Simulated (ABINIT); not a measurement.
# A GW chain in ABINIT: GaN (P6_3mc), part 2 of 3

Wanted: ground state, empty states, screening and self-energy for GaN (P6_3mc).

ABINIT 10.8.3; PBE and many-body steps on it, plane waves. Known limits of the many-body steps: not at the basis limit; no spin-orbit coupling; coarse k mesh.

So far. Step 2 (Ground state): The gap is direct, at Γ.

The database entry behind the starting cell differs from later determinations by our own check (about 0.3 % short, ideal inner coordinate), so it need not match the best structure at ambient conditions.

### 3. Bands along the symmetry lines

Level of this step: DFT, PBE, plane waves, norm-conserving pseudopotentials (ABINIT).

The cheap functional maps the bands first; the places of the edges decide which points the dearer methods must see.

File run.abi:

```
acell 3*1.0 Angstrom
rprim 
  3.179999999980 0.000000000005 0.000000000000
  -1.589999999994 2.753960784015 0.000000000000
  0.000000000000 0.000000000000 5.166000000000
ntypat 2
znucl 31 7
natom 4
typat 1 1 2 2
xred 
  0.333333333333 0.666666666667 0.000000000000
  0.666666666667 0.333333333333 0.500000000000
  0.333333333333 0.666666666667 0.375000000000
  0.666666666667 0.333333333333 0.875000000000
pp_dirpath "pseudos"
pseudos "Ga.upf, N.upf"
ecut 45
iscf -2
irdden 1
kptopt 0
nkpt 75
kpt 
  0.00000000 0.00000000 0.00000000
  0.06250000 0.00000000 0.00000000
  0.12500000 0.00000000 0.00000000
  0.18750000 0.00000000 0.00000000
  0.25000000 0.00000000 0.00000000
  0.31250000 0.00000000 0.00000000
  0.37500000 0.00000000 0.00000000
  0.43750000 0.00000000 0.00000000
  0.50000000 0.00000000 0.00000000
  0.47916667 0.04166667 0.00000000
  0.45833333 0.08333333 0.00000000
  0.43750000 0.12500000 0.00000000
  0.41666666 0.16666666 0.00000000
  0.39583333 0.20833333 0.00000000
  0.37500000 0.25000000 0.00000000
  0.35416666 0.29166666 0.00000000
  0.33333333 0.33333333 0.00000000
  0.29166666 0.29166666 0.00000000
  0.25000000 0.25000000 0.00000000
  0.20833333 0.20833333 0.00000000
  0.16666666 0.16666666 0.00000000
  0.12500000 0.12500000 0.00000000
  0.08333333 0.08333333 0.00000000
  0.04166667 0.04166667 0.00000000
  0.00000000 0.00000000 0.00000000
  0.00000000 0.00000000 0.06250000
  0.00000000 0.00000000 0.12500000
  0.00000000 0.00000000 0.18750000
  0.00000000 0.00000000 0.25000000
  0.00000000 0.00000000 0.31250000
  0.00000000 0.00000000 0.37500000
  0.00000000 0.00000000 0.43750000
  0.00000000 0.00000000 0.50000000
  0.06250000 0.00000000 0.50000000
  0.12500000 0.00000000 0.50000000
  0.18750000 0.00000000 0.50000000
  0.25000000 0.00000000 0.50000000
  0.31250000 0.00000000 0.50000000
  0.37500000 0.00000000 0.50000000
  0.43750000 0.00000000 0.50000000
  0.50000000 0.00000000 0.50000000
  0.47916667 0.04166667 0.50000000
  0.45833333 0.08333333 0.50000000
  0.43750000 0.12500000 0.50000000
  0.41666666 0.16666666 0.50000000
  0.39583333 0.20833333 0.50000000
  0.37500000 0.25000000 0.50000000
  0.35416666 0.29166666 0.50000000
  0.33333333 0.33333333 0.50000000
  0.29166666 0.29166666 0.50000000
  0.25000000 0.25000000 0.50000000
  0.20833333 0.20833333 0.50000000
  0.16666666 0.16666666 0.50000000
  0.12500000 0.12500000 0.50000000
  0.08333333 0.08333333 0.50000000
  0.04166667 0.04166667 0.50000000
  0.00000000 0.00000000 0.50000000
  0.50000000 0.00000000 0.50000000
  0.50000000 0.00000000 0.43750000
  0.50000000 0.00000000 0.37500000
  0.50000000 0.00000000 0.31250000
  0.50000000 0.00000000 0.25000000
  0.50000000 0.00000000 0.18750000
  0.50000000 0.00000000 0.12500000
  0.50000000 0.00000000 0.06250000
  0.50000000 -0.00000000 0.00000000
  0.33333333 0.33333333 0.50000000
  0.33333333 0.33333333 0.43750000
  0.33333333 0.33333333 0.37500000
  0.33333333 0.33333333 0.31250000
  0.33333333 0.33333333 0.25000000
  0.33333333 0.33333333 0.18750000
  0.33333333 0.33333333 0.12500000
  0.33333333 0.33333333 0.06250000
  0.33333333 0.33333333 0.00000000
istwfk *1
nband 33
nbdbuf 2
tolwfr 1e-08
nstep 40
prtwf 0
prtvol 0
indata_prefix "in"
outdata_prefix "out"
tmpdata_prefix "tmp"
```

Command:

```sh
> OMP_NUM_THREADS=1 mpirun -n 8 abinit run.abi > log
```

Numbers of over 12 decimals in the logs are rounded to 6 here.

The program printed:

```text
.Version 10.8.3 of ABINIT. v10.8.2 released Aug 2026.

 Symmetries : space group P6_3 m c (#186); Bravais hP (primitive hexag.)
[... echo of the input left out ...]
== DATASET  1 ==================================================================
-   mpi_nproc: 8, omp_nthreads: 1 (-1 if OMP is not activated)

--- !DatasetInfo
iteration_state: {dtset: 1, }
dimensions: {natom: 4, nkpt: 75, mband: 33, nsppol: 1, nspinor: 1, nspden: 1, mpw: 4434, }
cutoff_energies: {ecut:  45.0, pawecutdg:  -1.0, }
electrons: {nelect:   5.20000000E+01, charge:   0.00000000E+00, occopt:   1.00000000E+00, tsmear:   1.00000000E-02, }

 Real(R)+Recip(G) space primitive vectors, cartesian coordinates (Bohr,Bohr^-1):
 R(1)=  6.0093291  0.0000000  0.0000000  G(1)=  0.1664079  0.0960757  0.0000000
 R(2)= -3.0046645  5.2042316  0.0000000  G(2)=  0.0000000  0.1921513  0.0000000
 R(3)=  0.0000000  0.0000000  9.7623252  G(3)=  0.0000000  0.0000000  0.1024346
 Unit cell volume ucvol=  3.0530638E+02 bohr^3
 Angles (23,13,12)=  9.00000000E+01  9.00000000E+01  1.20000000E+02 degrees

 getcut: wavevector=  0.0000  0.0000  0.0000  ngfft=  40  40  60
         ecut(hartree)=     45.000   => boxcut(ratio)=   2.03529

--- Pseudopotential description ------------------------------------------------
- Ga Generated using ONCVPSP code by D. R. Hamann
- 31.00000  21.00000  171031                  znucl, zion, pspdat
12 -101130 2 -1 1902                          pspcod,pspxc,lmax,lloc,mmax
     nproj     2     2     2
  pspatm : epsatm=   21.85474337
         --- l  ekb(1:nproj) -->
             0    4.962806   -1.220223
             1   -5.679278   -1.350476
             2  -10.596651   -3.839775
 pspatm: atomic psp has been read  and splines computed

- N Generated using ONCVPSP code by D. R. Hamann
-  7.00000   5.00000  171031                  znucl, zion, pspdat
12 -101130 1 -1 1058                          pspcod,pspxc,lmax,lloc,mmax
     nproj     2     2     0
  pspatm : epsatm=    5.20977870
         --- l  ekb(1:nproj) -->
[...]
pspatm: atomic psp has been read  and splines computed

--------------------------------------------------------------------------------

================================================================================
 prteigrs : about to open file out_EIG
 Non-SCF case, kpt    1 (  0.00000  0.00000  0.00000), residuals and eigenvalues=
  7.26E-09  4.94E-09  6.34E-09  1.82E-09  6.01E-09  4.34E-09  4.20E-09  2.02E-09
  6.10E-09  3.39E-09  8.59E-09  7.05E-09  8.07E-09  5.05E-09  7.98E-09  9.91E-09
  7.86E-09  5.16E-09  8.89E-09  4.14E-09  5.24E-09  4.88E-09  7.62E-09  9.58E-09
[...]
7.94E-09
 -4.9708E+00 -4.9708E+00 -3.1581E+00 -3.1580E+00 -3.1580E+00 -3.1580E+00
 -3.1580E+00 -3.1579E+00 -3.3112E-01 -2.9782E-01 -2.4001E-01 -2.3911E-01
 -2.3911E-01 -2.3703E-01 -2.3703E-01 -2.3002E-01 -2.3002E-01 -2.2652E-01
[...]
3.92E-06
[...]
Non-SCF case, kpt   74 (  0.33333  0.33333  0.06250), residuals and eigenvalues=
[...]
Non-SCF case, kpt   75 (  0.33333  0.33333  0.00000), residuals and eigenvalues=
[...]
-1.6326E-01 -1.6326E-01  6.1931E-02  6.1931E-02  6.2753E-02  1.4698E-01
  1.4698E-01  1.5893E-01  4.4809E-01  5.4829E-01  5.4829E-01  5.6881E-01
[...]
--- !ResultsGS
iteration_state: {dtset: 1, }
comment   : Summary of ground state results
lattice_vectors:
- [  6.0093291,   0.0000000,   0.0000000, ]
- [ -3.0046645,   5.2042316,   0.0000000, ]
- [  0.0000000,   0.0000000,   9.7623252, ]
lattice_lengths: [   6.00933,    6.00933,    9.76233, ]
lattice_angles: [ 90.000,  90.000, 120.000, ] # degrees, (23, 13, 12)
lattice_volume:   3.0530638E+02
convergence: {deltae:  0.000E+00, res2:  0.000E+00, residm:  9.994E-09, diffor:  0.000E+00, }
etotal    :  -5.17436413E+02
entropy   :   0.00000000E+00
fermie    :   2.58513345E-01
cartesian_stress_tensor: null
pressure_GPa: null
xred      :
- [  3.3333E-01,   6.6667E-01,   1.1102E-16, Ga]
- [  6.6667E-01,   3.3333E-01,   5.0000E-01, Ga]
- [  3.3333E-01,   6.6667E-01,   3.7500E-01,  N]
- [  6.6667E-01,   3.3333E-01,   8.7500E-01,  N]
cartesian_forces: null
force_length_stats: {min: null, max: null, mean: null, }

 Integrated electronic density in atomic spheres:
 ------------------------------------------------
 Atom  Sphere_radius  Integrated_density
[...]
================================================================================

 ----iterations are completed or convergence reached----

 Mean square residual over all n,k,spin=   51.421E-10; max=  99.940E-10
 reduced coordinates (array xred) for    4 atoms
[...]
0.333333333333      0.666666666667      0.375000000000
       0.666666666667      0.333333333333      0.875000000000

 cartesian coordinates (angstrom) at end:
    1     -2.67e-12     1.835974     0.000000
    2      1.590000     0.917987     2.583000
    3     -2.67e-12     1.835974     1.937250
    4      1.590000     0.917987     4.520250
 length scales=  1.889726125908  1.889726125908  1.889726125908 bohr
              =  1.000000000000  1.000000000000  1.000000000000 angstroms
 prteigrs : about to open file out_EIG
 Eigenvalues (hartree) for nkpt=  75  k points:
 kpt#   1, nband= 33, wtk=  1.00000, kpt=  0.0000  0.0000  0.0000 (reduced coord)
[...]
kpt#   2, nband= 33, wtk=  1.00000, kpt=  0.0625  0.0000  0.0000 (reduced coord)
[...]
kpt#   3, nband= 33, wtk=  1.00000, kpt=  0.1250  0.0000  0.0000 (reduced coord)
[...]
kpt#  74, nband= 33, wtk=  1.00000, kpt=  0.3333  0.3333  0.0625 (reduced coord)
[...]
0.72902
 kpt#  75, nband= 33, wtk=  1.00000, kpt=  0.3333  0.3333  0.0000 (reduced coord)
[...]
-0.22908   -0.22739   -0.16326   -0.16326    0.06193    0.06193    0.06275    0.14698
   0.14698    0.15893    0.44809    0.54829    0.54829    0.56881    0.62397    0.62397
   0.72500

== END DATASET(S) ==============================================================
================================================================================

 -outvars: echo values of variables after computation  --------
            nband          33
             nkpt          75
          spgroup         186
 [... the other variables as echoed above ...]

 Calculation completed.
```

Run time: 26 s. Hardware: 8 MPI ranks of AMD EPYC 7B13 (Zen 3), shared host; peak memory 0.73 GiB.

This step gave:

| Quantity | Value |
| --- | --- |
| gap | 1.995 eV |
| k of the valence top | 0, 0, 0 |
| k of the conduction bottom | 0, 0, 0 |
| least direct gap | 1.995 eV |

The gap is 1.995 eV, as in the run before at this level.

The electronic bands at the labelled points (eV, zero at the top of the highest filled band):

```
    point  band 23  band 24  band 25  band 26  band 27  band 28  band 29  band 30
        Γ    -1.06    -0.06     0.00     0.00     1.99     4.33     9.26     9.97
  halfway    -2.86    -2.01    -0.74    -0.49     4.36     6.00     7.42     8.58
        M    -4.27    -2.77    -2.26    -0.99     5.11     5.63     6.09     8.68
  halfway    -4.28    -3.57    -2.41    -1.88     5.63     6.67     6.69     8.52
        K    -5.33    -3.03    -3.03    -2.71     5.16     7.89     7.89     8.44
  halfway    -3.68    -2.41    -1.02    -0.93     5.00     6.93     7.32     7.71
        Γ    -1.06    -0.06     0.00     0.00     1.99     4.33     9.26     9.97
  halfway    -0.91    -0.91    -0.16    -0.16     3.18     4.43     8.87     9.67
        A    -0.54    -0.54    -0.54    -0.54     4.31     4.31     8.57     8.57
  halfway    -2.09    -2.09    -1.30    -1.30     5.29     5.29     7.72     7.72
        L    -1.95    -1.95    -1.92    -1.92     4.45     4.45     7.87     7.87
  halfway    -3.22    -3.22    -1.61    -1.61     5.42     5.42     8.19     8.19
        H    -4.22    -4.22    -1.50    -1.50     6.52     6.52     7.35     7.35
  halfway    -2.14    -2.14    -1.82    -1.82     5.72     5.72     7.73     7.73
        A    -0.54    -0.54    -0.54    -0.54     4.31     4.31     8.57     8.57
jump to L    -1.95    -1.95    -1.92    -1.92     4.45     4.45     7.87     7.87
  halfway    -3.33    -2.55    -1.72    -1.29     4.36     5.14     7.63     7.92
        M    -4.27    -2.77    -2.26    -0.99     5.11     5.63     6.09     8.68
jump to H    -4.22    -4.22    -1.50    -1.50     6.52     6.52     7.35     7.35
  halfway    -5.03    -3.22    -2.22    -2.22     5.92     7.28     7.28     8.23
        K    -5.33    -3.03    -3.03    -2.71     5.16     7.89     7.89     8.44
```

### 4. Empty states on the mesh, 3×3×2 mesh, 66 bands

The sums over transitions need many empty states on a uniform mesh; this step solves for them.

File run.abi:

```
acell 3*1.0 Angstrom
rprim 
  3.179999999980 0.000000000005 0.000000000000
  -1.589999999994 2.753960784015 0.000000000000
  0.000000000000 0.000000000000 5.166000000000
ntypat 2
znucl 31 7
natom 4
typat 1 1 2 2
xred 
  0.333333333333 0.666666666667 0.000000000000
  0.666666666667 0.333333333333 0.500000000000
  0.333333333333 0.666666666667 0.375000000000
  0.666666666667 0.333333333333 0.875000000000
pp_dirpath "pseudos"
pseudos "Ga.upf, N.upf"
ecut 45
ngkpt 3 3 2
nshiftk 1
shiftk 0 0 0
kptopt 1
chksymbreak 0
iscf -2
irdden 1
istwfk *1
nband 66
nbdbuf 6
tolwfr 1e-09
nstep 60
prtvol 0
indata_prefix "in"
outdata_prefix "out"
tmpdata_prefix "tmp"
```

Command:

```sh
> OMP_NUM_THREADS=1 mpirun -n 6 abinit run.abi > log
```

The program printed:

```text
.Version 10.8.3 of ABINIT. v10.8.2 released Aug 2026.

 Symmetries : space group P6_3 m c (#186); Bravais hP (primitive hexag.)
[... echo of the input left out ...]
== DATASET  1 ==================================================================
-   mpi_nproc: 6, omp_nthreads: 1 (-1 if OMP is not activated)

--- !DatasetInfo
iteration_state: {dtset: 1, }
dimensions: {natom: 4, nkpt: 6, mband: 66, nsppol: 1, nspinor: 1, nspden: 1, mpw: 4419, }
cutoff_energies: {ecut:  45.0, pawecutdg:  -1.0, }
electrons: {nelect:   5.20000000E+01, charge:   0.00000000E+00, occopt:   1.00000000E+00, tsmear:   1.00000000E-02, }

 Real(R)+Recip(G) space primitive vectors, cartesian coordinates (Bohr,Bohr^-1):
 R(1)=  6.0093291  0.0000000  0.0000000  G(1)=  0.1664079  0.0960757  0.0000000
 R(2)= -3.0046645  5.2042316  0.0000000  G(2)=  0.0000000  0.1921513  0.0000000
 R(3)=  0.0000000  0.0000000  9.7623252  G(3)=  0.0000000  0.0000000  0.1024346
 Unit cell volume ucvol=  3.0530638E+02 bohr^3
 Angles (23,13,12)=  9.00000000E+01  9.00000000E+01  1.20000000E+02 degrees

 getcut: wavevector=  0.0000  0.0000  0.0000  ngfft=  40  40  60
         ecut(hartree)=     45.000   => boxcut(ratio)=   2.03529

--- Pseudopotential description ------------------------------------------------
- Ga Generated using ONCVPSP code by D. R. Hamann
- 31.00000  21.00000  171031                  znucl, zion, pspdat
12 -101130 2 -1 1902                          pspcod,pspxc,lmax,lloc,mmax
     nproj     2     2     2
  pspatm : epsatm=   21.85474337
         --- l  ekb(1:nproj) -->
             0    4.962806   -1.220223
             1   -5.679278   -1.350476
             2  -10.596651   -3.839775
 pspatm: atomic psp has been read  and splines computed

- N Generated using ONCVPSP code by D. R. Hamann
-  7.00000   5.00000  171031                  znucl, zion, pspdat
12 -101130 1 -1 1058                          pspcod,pspxc,lmax,lloc,mmax
     nproj     2     2     0
  pspatm : epsatm=    5.20977870
         --- l  ekb(1:nproj) -->
[...]
pspatm: atomic psp has been read  and splines computed

--------------------------------------------------------------------------------

================================================================================
 prteigrs : about to open file out_EIG
 Non-SCF case, kpt    1 (  0.00000  0.00000  0.00000), residuals and eigenvalues=
  3.11E-10  4.19E-10  6.06E-10  7.62E-10  6.26E-10  6.65E-10  5.81E-10  3.73E-10
  2.67E-10  1.87E-10  2.09E-10  2.11E-10  1.64E-10  8.40E-10  2.23E-10  8.41E-10
  3.25E-10  3.15E-10  2.78E-10  8.38E-10  5.29E-10  3.25E-10  4.80E-10  1.81E-10
[...]
3.38E-05  1.82E-04
 -4.9708E+00 -4.9708E+00 -3.1581E+00 -3.1580E+00 -3.1580E+00 -3.1580E+00
 -3.1580E+00 -3.1579E+00 -3.3112E-01 -2.9782E-01 -2.4001E-01 -2.3911E-01
 -2.3911E-01 -2.3703E-01 -2.3703E-01 -2.3002E-01 -2.3002E-01 -2.2652E-01
[...]
1.6075E+00  1.6778E+00  1.6778E+00  1.6834E+00  1.7900E+00  1.7969E+00
  1.9355E+00  1.9960E+00  1.9960E+00  2.0395E+00  2.0965E+00  2.0979E+00
 prteigrs : prtvol=0 or 1, do not print more k-points.

--- !ResultsGS
iteration_state: {dtset: 1, }
comment   : Summary of ground state results
lattice_vectors:
- [  6.0093291,   0.0000000,   0.0000000, ]
- [ -3.0046645,   5.2042316,   0.0000000, ]
- [  0.0000000,   0.0000000,   9.7623252, ]
lattice_lengths: [   6.00933,    6.00933,    9.76233, ]
lattice_angles: [ 90.000,  90.000, 120.000, ] # degrees, (23, 13, 12)
lattice_volume:   3.0530638E+02
convergence: {deltae:  0.000E+00, res2:  0.000E+00, residm:  9.988E-10, diffor:  0.000E+00, }
etotal    :  -5.17436413E+02
entropy   :   0.00000000E+00
fermie    :   2.58513345E-01
cartesian_stress_tensor: null
pressure_GPa: null
xred      :
- [  3.3333E-01,   6.6667E-01,   1.1102E-16, Ga]
- [  6.6667E-01,   3.3333E-01,   5.0000E-01, Ga]
- [  3.3333E-01,   6.6667E-01,   3.7500E-01,  N]
- [  6.6667E-01,   3.3333E-01,   8.7500E-01,  N]
cartesian_forces: null
force_length_stats: {min: null, max: null, mean: null, }

 Integrated electronic density in atomic spheres:
 ------------------------------------------------
 Atom  Sphere_radius  Integrated_density
[...]
================================================================================

 ----iterations are completed or convergence reached----

 Mean square residual over all n,k,spin=   44.260E-11; max=  99.879E-11
 reduced coordinates (array xred) for    4 atoms
[...]
0.333333333333      0.666666666667      0.375000000000
       0.666666666667      0.333333333333      0.875000000000

 cartesian coordinates (angstrom) at end:
    1     -2.67e-12     1.835974     0.000000
    2      1.590000     0.917987     2.583000
    3     -2.67e-12     1.835974     1.937250
    4      1.590000     0.917987     4.520250
 length scales=  1.889726125908  1.889726125908  1.889726125908 bohr
              =  1.000000000000  1.000000000000  1.000000000000 angstroms
 prteigrs : about to open file out_EIG
 Eigenvalues (hartree) for nkpt=   6  k points:
 kpt#   1, nband= 66, wtk=  0.05556, kpt=  0.0000  0.0000  0.0000 (reduced coord)
[...]
1.33002    1.33807    1.46877    1.46877    1.53399    1.60751    1.60751    1.67783
   1.67783    1.68342    1.78998    1.79694    1.93551    1.99602    1.99603    2.03946
   2.09650    2.09792
 prteigrs : prtvol=0 or 1, do not print more k-points.

== END DATASET(S) ==============================================================
================================================================================

 -outvars: echo values of variables after computation  --------
            nband          66
             nkpt           6
          spgroup         186
 [... the other variables as echoed above ...]

 Calculation completed.
```

Wall time 8.8 s (6 MPI ranks); peak memory 0.46 GiB; 52 s of CPU time.

This step gave:

```
gap                                                           : 1.995 eV
k of the valence top                                          : 0, 0, 0
k of the conduction bottom                                    : 0, 0, 0
least direct gap                                              : 1.995 eV
k points computed                                             : 6
lowest point of the top converged band, above the valence top : 39.26 eV
```

On this mesh the gap is 1.995 eV.

[end of part 2 of 3]

[Paths, hosts, dates, memory and timing lines, banners, echoed tables and standing remarks are left out of the program output.]

[Logs are printed without paths, hosts, clocks, repeated set-up lines and the standing remarks that a program may print on its own settings, such as how far it seeks lower states.]

[Runs of the session that timed out or met a known fault of the program may be left out.]

[Hosts, paths, dates, database ids (printed as entryN), source tags and the programs' standing remarks are cut or masked in the printed files.]

[G0W0 gaps are taken among the corrected bands and points alone; a level outside them can change the order at an edge.]

[Where Ansatz stands beside ABINIT at settings called matched, ABINIT's density can come from a denser mesh and the files from another edition; pairs whose starting gaps differed by over 0.03 eV were left out, so agreement reads better than it is.]
